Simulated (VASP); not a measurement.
# Vibrations of SiO2 (Quartz) at several levels of theory, part 2 of 4

How much do the zone-centre frequencies of SiO2 (Quartz) depend on the functional? The starting structure is a measured crystal structure from the Crystallography Open Database.

VASP 6.6.1.

### Step 2. Modes with LDA (continued)

Level of this step: LDA; plane waves and PAW (Si, O) (VASP).

From OUTCAR (step 2):

```text
ion  position               nearest neighbor table
   1  0.535  0.535  0.000-   5 1.61   6 1.61   8 1.61   9 1.61   2 3.04   2 3.04   3 3.04   3 3.04

  LATTYP: Found a hexagonal cell.
 ALAT       =     4.8736383992
 C/A-ratio  =     1.1028977934

 Subroutine GETGRP returns: Found  6 space group operations
 (whereof  2 operations were pure point group operations)

The static configuration has the point symmetry C_2 .
 The point group associated with its full space group is D_3 .

 Found     24 irreducible k-points:

   k-points           NKPTS =     24   k-points in BZ     NKDIM =     24   number of bands    NBANDS=     33

   dimension x,y,z NGX =    36 NGY =   36 NGZ =   40
   dimension x,y,z NGXF=    72 NGYF=   72 NGZF=   80

   ENCUT  =  520.0 eV  38.22 Ry    6.18 a.u.   9.06  9.06  9.99*2*pi/ulx,y,z

   NELECT =      48.0000    total number of electrons

 k-points in reciprocal lattice and weights: Automatic mesh
   0.00000000  0.00000000  0.00000000       0.007
   0.16666667  0.00000000  0.00000000       0.042
   0.33333333  0.00000000  0.00000000       0.042
   0.50000000  0.00000000  0.00000000       0.021
   0.16666667  0.16666667  0.00000000       0.042
   0.33333333  0.16666667  0.00000000       0.083
   0.33333333  0.33333333  0.00000000       0.014
   0.00000000  0.00000000  0.25000000       0.014
   0.16666667  0.00000000  0.25000000       0.042
[...]
0.33333333  0.16666667  0.50000000       0.083
   0.33333333  0.33333333  0.50000000       0.014

 average (electrostatic) potential at core
       1 -87.9148       2 -87.8823       3 -87.9397       4 -73.3302       5 -73.3052
       6 -73.3369       7 -73.3114       8 -73.3033       9 -73.3310

 E-fermi :   1.2069

 k-point     1 :       0.0000    0.0000    0.0000
  band No.  band energies     occupation
    ...
     20      -0.0170      2.00000
     21       0.0056      2.00000
     22       0.2084      2.00000
     23       0.7411      2.00000
     24       0.7492      2.00000
     25       6.8433      0.00000
     26      10.0533      0.00000
     27      10.0741      0.00000
     28      10.6690      0.00000
     29      10.7039      0.00000
    ...

 k-point     2 :       0.1667    0.0000    0.0000
  band No.  band energies     occupation
    ...
     20      -0.0557      2.00000
     21       0.0008      2.00000
     22       0.1531      2.00000
     23       0.7862      2.00000
     24       0.8217      2.00000
     25       7.2803      0.00000
     26      10.0977      0.00000
     27      10.1541      0.00000
     28      10.6389      0.00000
     29      10.7883      0.00000
    ...

 k-point     3 :       0.3333    0.0000    0.0000
  band No.  band energies     occupation
    ...
     20      -0.0785      2.00000
     21      -0.0042      2.00000
     22       0.2148      2.00000
     23       0.7899      2.00000
     24       0.9421      2.00000
     25       8.3019      0.00000
     26      10.1960      0.00000
     27      10.2258      0.00000
     28      10.7118      0.00000
     29      11.1280      0.00000
    ...

  Total       -0.0901837      0.1041306      0.2505314     -0.1147393      0.1721570     -0.0767709
  in kB       -1.3068106      1.5089090      3.6303374     -1.6626345      2.4946496     -1.1124525
  external PRESSURE =       1.2774786 kB  Pullay stress =       0.0000000 kB

  energy-cutoff  :      520.00
  volume of cell :      110.57
      direct lattice vectors                 reciprocal lattice vectors
     4.873638399  0.000000000  0.000000000     0.205185514  0.118463912  0.000000000
    -2.436819200  4.220694663  0.000000000     0.000000000  0.236927823  0.000000000
     0.000000000  0.000000000  5.375125036     0.000000000  0.000000000  0.186042184

 POSITION                                       TOTAL-FORCE (eV/Angst)
 -----------------------------------------------------------------------------------
      1.30441      2.25930      0.00000         0.009371     -0.019760      0.046149
     -1.13241      1.96139      1.79171        -0.000382     -0.175271     -0.220940
      2.26482      0.00000      3.58342        -0.071558     -0.088869     -0.097688
     -1.10353      3.05572      2.96369         0.104726      0.351166      0.388057
      2.77907      2.48354      0.60473        -0.029322     -0.009992     -0.049265
      0.76128      3.64852      4.77040        -0.031109     -0.003059     -0.030980
      3.19810      0.57218      2.39644         0.001203     -0.009056      0.014779
      0.34225      1.73715      1.18698         0.022607     -0.015738     -0.031623
      1.33329      1.16497      4.18814        -0.005534     -0.029420     -0.018489
 -----------------------------------------------------------------------------------
    total drift:                               -0.000073     -0.000550     -0.000207

  FREE ENERGIE OF THE ION-ELECTRON SYSTEM (eV)
  ---------------------------------------------------
  free  energy   TOTEN  =       -77.9061850081 eV

  energy  without entropy=      -77.9061850081  energy(sigma->0) =      -77.90618501

 Eigenvectors and eigenvalues of the dynamical matrix
 ----------------------------------------------------

   1 f  =   34.437866 THz   216.379493 2PiTHz 1148.723557 cm-1   142.423505 meV
             X         Y         Z           dx          dy          dz
      1.304409  2.259302  0.000000     0.081371   -0.044494    0.259824
     -1.132410  1.961392  1.791708     0.081364    0.044490   -0.259800
      2.264821  0.000000  3.583417     0.004305   -0.000008   -0.000023
     -1.103528  3.055721  2.978689     0.133329    0.332701    0.269294
      2.779071  2.483544  0.604727    -0.024007   -0.015450   -0.008818
      0.761276  3.648518  4.770398    -0.220048    0.310279   -0.278063
      3.198096  0.572177  2.396436    -0.220067   -0.310302    0.278086
      0.342252  1.737151  1.186981    -0.023941    0.015457    0.008769
      1.333291  1.164974  4.188144     0.133312   -0.332669   -0.269268

   2 f  =   34.437866 THz   216.379493 2PiTHz 1148.723557 cm-1   142.423505 meV
             X         Y         Z           dx          dy          dz
      1.304409  2.259302  0.000000    -0.044486    0.029989   -0.149982
     -1.132410  1.961392  1.791708     0.044498    0.029996   -0.150023
      2.264821  0.000000  3.583417     0.000000    0.107055    0.300005
     -1.103528  3.055721  2.978689    -0.106257   -0.207102   -0.165602
      2.779071  2.483544  0.604727     0.423498   -0.049834    0.316015
      0.761276  3.648518  4.770398    -0.128679    0.146274   -0.150414
      3.198096  0.572177  2.396436     0.128645    0.146226   -0.150371
      0.342252  1.737151  1.186981    -0.423501   -0.049832    0.316017
      1.333291  1.164974  4.188144     0.106278   -0.207154   -0.165644

   3 f  =   32.540894 THz   204.460468 2PiTHz 1085.447390 cm-1   134.578264 meV
             X         Y         Z           dx          dy          dz
      1.304409  2.259302  0.000000     0.137228    0.237686    0.000000
     -1.132410  1.961392  1.791708     0.137228   -0.237686   -0.000000
      2.264821  0.000000  3.583417    -0.274456   -0.000000    0.000000
     -1.103528  3.055721  2.978689     0.111322    0.259352    0.222143
      2.779071  2.483544  0.604727    -0.280267    0.033269   -0.222143
      0.761276  3.648518  4.770398     0.168945   -0.226084    0.222143
      3.198096  0.572177  2.396436     0.168945    0.226084   -0.222143
      0.342252  1.737151  1.186981    -0.280267   -0.033269    0.222143
      1.333291  1.164974  4.188144     0.111322   -0.259352   -0.222143

   4 f  =   32.398313 THz   203.564604 2PiTHz 1080.691397 cm-1   133.988596 meV
             X         Y         Z           dx          dy          dz
      1.304409  2.259302  0.000000    -0.090877    0.052468   -0.270084
     -1.132410  1.961392  1.791708     0.090877    0.052468   -0.270084
      2.264821  0.000000  3.583417    -0.000000   -0.104935   -0.270084
     -1.103528  3.055721  2.978689     0.136186    0.272257    0.178934
      2.779071  2.483544  0.604727     0.303875   -0.018188    0.178934
      0.761276  3.648518  4.770398     0.167689   -0.254069    0.178934
      3.198096  0.572177  2.396436    -0.167689   -0.254069    0.178934
      0.342252  1.737151  1.186981    -0.303875   -0.018188    0.178934
      1.333291  1.164974  4.188144    -0.136186    0.272257    0.178934

   5 f  =   32.085240 THz   201.597510 2PiTHz 1070.248412 cm-1   132.693832 meV
             X         Y         Z           dx          dy          dz
      1.304409  2.259302  0.000000    -0.064101    0.228465    0.053260
     -1.132410  1.961392  1.791708     0.064106    0.228466    0.053262
      2.264821  0.000000  3.583417     0.000001    0.339496   -0.106522
     -1.103528  3.055721  2.978689    -0.139573   -0.295377   -0.264129
      2.779071  2.483544  0.604727    -0.020781    0.036200   -0.010241
      0.761276  3.648518  4.770398     0.227755   -0.268454    0.274365
      3.198096  0.572177  2.396436    -0.227756   -0.268456    0.274368
      0.342252  1.737151  1.186981     0.020775    0.036200   -0.010236
      1.333291  1.164974  4.188144     0.139572   -0.295373   -0.264127

   6 f  =   32.085240 THz   201.597510 2PiTHz 1070.248412 cm-1   132.693832 meV
             X         Y         Z           dx          dy          dz
      1.304409  2.259302  0.000000     0.302487   -0.064105   -0.092251
     -1.132410  1.961392  1.791708     0.302486    0.064102    0.092250
      2.264821  0.000000  3.583417     0.191456   -0.000003    0.000001
     -1.103528  3.055721  2.978689    -0.056377   -0.212211   -0.164315
      2.779071  2.483544  0.604727    -0.387953    0.051862   -0.310900
      0.761276  3.648518  4.770398    -0.083300    0.155116   -0.146585
      3.198096  0.572177  2.396436    -0.083296   -0.155112    0.146581
      0.342252  1.737151  1.186981    -0.387954   -0.051863    0.310900
      1.333291  1.164974  4.188144    -0.056380    0.212216    0.164319

   7 f  =   23.724149 THz   149.063223 2PiTHz  791.352423 cm-1    98.115152 meV
             X         Y         Z           dx          dy          dz
      1.304409  2.259302  0.000000     0.405774    0.393336   -0.078494
     -1.132410  1.961392  1.791708    -0.405755    0.393436   -0.078461
      2.264821  0.000000  3.583417    -0.000077   -0.309418    0.156955
     -1.103528  3.055721  2.978689     0.126474   -0.000899   -0.071842
      2.779071  2.483544  0.604727    -0.137335   -0.203401    0.125231
      0.761276  3.648518  4.770398    -0.043465   -0.111555   -0.053387
      3.198096  0.572177  2.396436     0.043489   -0.111602   -0.053415
      0.342252  1.737151  1.186981     0.137336   -0.203399    0.125229
      1.333291  1.164974  4.188144    -0.126423   -0.000904   -0.071816

   8 f  =   23.724149 THz   149.063223 2PiTHz  791.352423 cm-1    98.115152 meV
             X         Y         Z           dx          dy          dz
      1.304409  2.259302  0.000000    -0.075100    0.405813    0.135918
     -1.132410  1.961392  1.791708    -0.075200   -0.405716   -0.135937
      2.264821  0.000000  3.583417     0.627654   -0.000038    0.000019
     -1.103528  3.055721  2.978689    -0.209670   -0.020423    0.103124
      2.779071  2.483544  0.604727    -0.007203    0.009511   -0.010624
      0.761276  3.648518  4.770398    -0.099013   -0.190362   -0.113779
      3.198096  0.572177  2.396436    -0.099003    0.190335    0.113766
      0.342252  1.737151  1.186981    -0.007170   -0.009561    0.010655
      1.333291  1.164974  4.188144    -0.209701    0.020423   -0.103141

   9 f  =   23.072636 THz   144.969649 2PiTHz  769.620305 cm-1    95.420714 meV
             X         Y         Z           dx          dy          dz
      1.304409  2.259302  0.000000    -0.454565    0.262443    0.158931
     -1.132410  1.961392  1.791708     0.454565    0.262443    0.158931
      2.264821  0.000000  3.583417    -0.000000   -0.524887    0.158931
     -1.103528  3.055721  2.978689     0.071238    0.011235   -0.105276
      2.779071  2.483544  0.604727     0.045349    0.056076   -0.105276
      0.761276  3.648518  4.770398    -0.025889   -0.067311   -0.105276
      3.198096  0.572177  2.396436     0.025889   -0.067311   -0.105276
      0.342252  1.737151  1.186981    -0.045349    0.056076   -0.105276
      1.333291  1.164974  4.188144    -0.071238    0.011235   -0.105276

  10 f  =   20.737043 THz   130.294684 2PiTHz  691.713300 cm-1    85.761480 meV
             X         Y         Z           dx          dy          dz
      1.304409  2.259302  0.000000     0.139731    0.009871    0.314762
     -1.132410  1.961392  1.791708    -0.139832    0.009778    0.315126
      2.264821  0.000000  3.583417     0.000030   -0.232284   -0.629888
     -1.103528  3.055721  2.978689     0.122954   -0.077324   -0.142985
      2.779071  2.483544  0.604727     0.212982   -0.022594    0.061522
      0.761276  3.648518  4.770398     0.002333    0.240851    0.081377
    [... 204 further lines ...]
      3.198096  0.572177  2.396436    -0.252379    0.160909   -0.000160
      0.342252  1.737151  1.186981    -0.250528    0.161269    0.001149
      1.333291  1.164974  4.188144    -0.251889    0.158720    0.001198

 ELASTIC MODULI CONTR FROM IONIC RELAXATION (kBar)
 Direction    XX          YY          ZZ          XY          YZ          ZX
 --------------------------------------------------------------------------------
 XX       -2811.3021   -850.8854  -1398.5823     -0.0000    383.2245      0.0000
 YY        -850.8854  -2811.3021  -1398.5823      0.0000   -383.2245     -0.0000
 ZZ       -1398.5823  -1398.5823  -2160.1247      0.0000      0.0000      0.0000
 XY          -0.0000      0.0000      0.0000   -980.2084      0.0000    383.2245
 YZ         383.2245   -383.2245      0.0000      0.0000  -1290.5327     -0.0000
 ZX           0.0000     -0.0000      0.0000    383.2245     -0.0000  -1290.5327
 --------------------------------------------------------------------------------

 total charge
# of ion       s       p       d       tot
------------------------------------------
    1        0.656   1.027   0.000   1.683
    2        0.656   1.027   0.000   1.683
    3        0.656   1.027   0.000   1.683
    4        1.541   3.684   0.000   5.225
    5        1.541   3.684   0.000   5.225
    6        1.541   3.684   0.000   5.225
    7        1.541   3.684   0.000   5.225
    8        1.541   3.684   0.000   5.225
    9        1.541   3.684   0.000   5.225
--------------------------------------------------
tot         11.212  25.187   0.000  36.399

[... 3 further parts left out ...]
```

The last energy, forces, stress and levels in OUTCAR belong to the last displaced cell, not to the cell of POSCAR.

LDA: the zone-centre modes are at the top E (8) 1148.7, A1 (4) 1085.4, A2 (4) 1080.7, E (7) 1070.2 cm⁻¹, at the bottom A1 (2) 337.6, E (2) 254.9, A1 (1) 223.5, E (1) 128.9 cm⁻¹, with 8 more of the listed ones between.

### Step 3. Modes with LDA at the measured cell

The atoms were first relaxed in the fixed cell, in a run that isn't shown.

INCAR

```
SYSTEM = SiO2
PREC = Accurate
ENCUT = 520
EDIFF = 1E-08
NELM = 100
ISMEAR = 0
SIGMA = 0.03
LREAL = .FALSE.
ALGO = Normal
GGA = CA
NBANDS = 33
LORBIT = 11
LWAVE = .FALSE.
LCHARG = .FALSE.
KPAR = 16
IBRION = 6
NFREE = 2
POTIM = 0.015
NSW = 1
ISIF = 2
```

POSCAR

```
SiO2
1.0
    4.9209000000      0.0000000000      0.0000000000
   -2.4604500000      4.2616244095      0.0000000000
    0.0000000000      0.0000000000      5.4091000000
Si O
3 6
Direct
    0.5309137908      0.5309137908      0.0000000000
    0.0000000000      0.4690862092      0.3333333333
    0.4690862092      0.0000000000      0.6666666667
    0.1448935869      0.7313237530      0.5483975208
    0.8551064131      0.5864301661      0.1182691458
    0.5864301661      0.8551064131      0.8817308542
    0.7313237530      0.1448935869      0.4516024792
    0.2686762470      0.4135698339      0.2150641875
    0.4135698339      0.2686762470      0.7849358125
```

KPOINTS

```
Automatic mesh
0
Gamma
6 6 4
0 0 0
```

PAW data sets: Si and O (LDA family, release 64).

Run with:

```bash
$ mpirun -np 16 vasp_std
```

Output:

```text
[banner, memory and clock lines left out]
running   16 mpi-ranks, on    1 nodes
[...]
[... a notice as in an earlier step ...]

 LDA part: xc-table for (Slater(with rela. corr.)+CA(PZ))
 , standard interpolation
 POSCAR, INCAR and KPOINTS ok, starting setup
[...]
entering main loop
       N       E                     dE             d eps       ncg     rms          rms(c)
DAV:   1     0.268824500946E+03    0.26882E+03   -0.25296E+04  1584   0.134E+03
DAV:   2    -0.698554963649E+02   -0.33868E+03   -0.32780E+03  2019   0.308E+02
DAV:   3    -0.876192339940E+02   -0.17764E+02   -0.17696E+02  2008   0.750E+01
DAV:   4    -0.878142827156E+02   -0.19505E+00   -0.19489E+00  1975   0.884E+00
[...]
DAV:  13    -0.779056667218E+02   -0.14671E-06   -0.24927E-06  2000   0.872E-03    0.209E-03
DAV:  14    -0.779056667810E+02   -0.59217E-07   -0.70741E-08  1976   0.159E-03    0.892E-04
DAV:  15    -0.779056667868E+02   -0.58171E-08   -0.23605E-08  1560   0.804E-04
   1 F= -.77905667E+02 E0= -.77905667E+02  d E =-.410311E-16
[... from here on, the cycles between the ionic steps are left out ...]
   2 F= -.77900481E+02 E0= -.77900481E+02  d E =-.467546E-16
   3 F= -.77900570E+02 E0= -.77900570E+02  d E =-.162239E-15
   4 F= -.77900244E+02 E0= -.77900244E+02  d E =-.541943E-16
   5 F= -.77900244E+02 E0= -.77900244E+02  d E =-.333232E-17
   6 F= -.77903970E+02 E0= -.77903970E+02  d E =-.612643E-18
   7 F= -.77903984E+02 E0= -.77903984E+02  d E =-.243546E-14
   8 F= -.77901862E+02 E0= -.77901862E+02  d E =-.137096E-15
   9 F= -.77901849E+02 E0= -.77901849E+02  d E =-.134490E-16
  10 F= -.77902844E+02 E0= -.77902844E+02  d E =-.142661E-14
  11 F= -.77902809E+02 E0= -.77902809E+02  d E =-.183781E-17
 Finite differences progress:
  Degree of freedom:   5/  5
  Displacement:        2/  2
  Total:              10/ 10
```

Run time: 2.6 min. Hardware: 16 MPI ranks of Intel Xeon 6975P-C (Granite Rapids), shared host; peak memory 8.2 GiB; 33 min of CPU time.

From OUTCAR (step 3):

```text
  Total       -0.6738216     -0.4697538     -0.2861364     -0.1101672      0.1625415     -0.0756673
  in kB       -9.5172346     -6.6349267     -4.0414660     -1.5560309      2.2957787     -1.0687457
  external PRESSURE =      -6.7312091 kB  Pullay stress =       0.0000000 kB

 POSITION                                       TOTAL-FORCE (eV/Angst)
 -----------------------------------------------------------------------------------
      1.30629      2.26256      0.00000         0.009461     -0.017202      0.047015
     -1.15416      1.99907      1.80303        -0.005015     -0.176221     -0.213414
      2.30833      0.00000      3.60607        -0.077981     -0.090715     -0.102233
     -1.08638      3.11663      2.95134         0.118664      0.354408      0.383859
      2.76501      2.49915      0.63973        -0.031334     -0.011983     -0.047108
      0.78182      3.64414      4.76937        -0.032326     -0.003173     -0.031673
      3.24227      0.61748      2.44276        -0.000520     -0.008338      0.016280
      0.30456      1.76248      1.16330         0.022143     -0.015731     -0.031196
      1.37407      1.14500      4.24580        -0.003093     -0.031045     -0.021529
 -----------------------------------------------------------------------------------
    total drift:                                0.000035     -0.000084     -0.000192

  FREE ENERGIE OF THE ION-ELECTRON SYSTEM (eV)
  ---------------------------------------------------
  free  energy   TOTEN  =       -77.9028090934 eV

  energy  without entropy=      -77.9028090934  energy(sigma->0) =      -77.90280909

[... 1 part as in an earlier step ...]

[... 2 further parts left out ...]
[key lines of the parts left out:]
E-fermi :   1.0003
```

The last energy, forces and stress in OUTCAR belong to the last displaced cell, not to that of POSCAR.

With LDA at the measured cell the modes are at the top E (8) 1153.5, A1 (4) 1086.6 cm⁻¹, at the bottom A1 (1) 200.9, E (1) 121.9 cm⁻¹, with 12 more of the listed ones between; the largest shift is -22.6 cm⁻¹, in A1 (1), from LDA.

(Part 2 of 4 ends here.)

[Lines on the potential files, build, host, timing and source positions are cut from VASP's logs without a mark.]

[Logs are printed without paths, hosts, clocks, repeated set-up lines and the standing remarks that a program may print on its own settings, such as how far it seeks lower states.]

[Hosts, paths, dates, database ids (printed as entryN), source tags and the programs' standing remarks are cut or masked in the printed files.]
